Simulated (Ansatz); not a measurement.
# Direct or indirect: PbI2 sheet (P-3m1)

```
CELL_PARAMETERS angstrom
4.66777 0.00000 0.00000
-2.33388 4.04240 0.00000
0.00000 0.00000 18.73000
ATOMIC_POSITIONS crystal
Pb 0.33333 0.66667 0.50000
I 0.00000 0.00000 0.59954
I 0.66667 0.33333 0.40046
```

Method: Ansatz, PBE, independent particles, without spin-orbit coupling, line width 0.1 eV (Gaussian). The band structure gives a fundamental gap of 2.52 eV. The spectrum of vertical transitions near the edge:

```tsv
E (eV)	absorbance (%), E ∥ xy
2.04	0.00
2.16	0.00
2.28	0.00
2.40	0.00
2.52	0.00
2.64	0.00
2.76	0.01
2.88	0.20
3.00	1.95
3.12	4.61
3.24	5.76
3.36	7.97
3.48	13.72
3.60	17.41
3.72	20.54
3.84	23.03
3.96	24.24
4.08	22.69
4.20	18.96
```

Problem. Is the gap direct or indirect, and about where do vertical transitions set in?

Solution. Indirect, by the band path, whose least direct gap is 2.86 eV. The curves fit this: they stay near zero above 2.52 eV and rise only from about 2.9 eV, though a forbidden direct transition would look alike. Lines are broadened by 0.1 eV, which spreads the edge, and phonons, which would give weak absorption from the fundamental gap up, are left out.

Cells made by substitution are models, which may or may not match a known phase.

[Logs are printed without paths, hosts, clocks, repeated set-up lines and the standing remarks that a program may print on its own settings, such as how far it seeks lower states.]
